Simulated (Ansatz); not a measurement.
**Phase order of Sb**

Structure types of Sb are relaxed in primitive cells with their symmetry kept at 0 GPa, first on PAW files, then by LAPW. The enthalpy is E + pV at zero temperature, without zero-point motion. Only the types listed were tried, and differences under about 5 meV/atom are mesh noise. The real phase may be another.

All numbers are PBE results (scalar-relativistic) from Ansatz 0.2.0, with Fermi–Dirac smearing of 0.05 eV, no spin polarisation. Methods: LAPW: all electrons, basis error target 0.5 meV/atom; PAW: frozen-core files, cutoff 420 eV.

k meshes: fcc 15×15×15, bcc 15×15×15, hcp 14×14×8, sc 13×13×13, diamond 11×11×11.

Spin–orbit coupling is left out, which matters for the heavy atoms.

Task: Which type is lowest in enthalpy, and by how much?

Result: sc, 203 meV/atom below bcc. The whole table:

| start type | ends as | a, b, c (Å) | V (Å³/atom) | H − H(lowest), LAPW (meV/atom) | same, PAW |
| --- | --- | --- | --- | --- | --- |
| fcc | fcc, Fm-3m | 4.792, 4.792, 4.792 | 27.51 | 281.4 | 281.3 |
| bcc | bcc, Im-3m | 3.787, 3.787, 3.787 | 27.15 | 202.5 | 202.6 |
| hcp | hcp, P6_3/mmc | 3.377, 3.377, 5.559 | 27.45 | 247.7 | 247.6 |
| sc | sc, Pm-3m | 3.107, 3.107, 3.107 | 30.00 | 0.0 | 0.0 |
| diamond | diamond, Fd-3m | 6.984, 6.984, 6.984 | 42.59 | 271.8 | 271.4 |
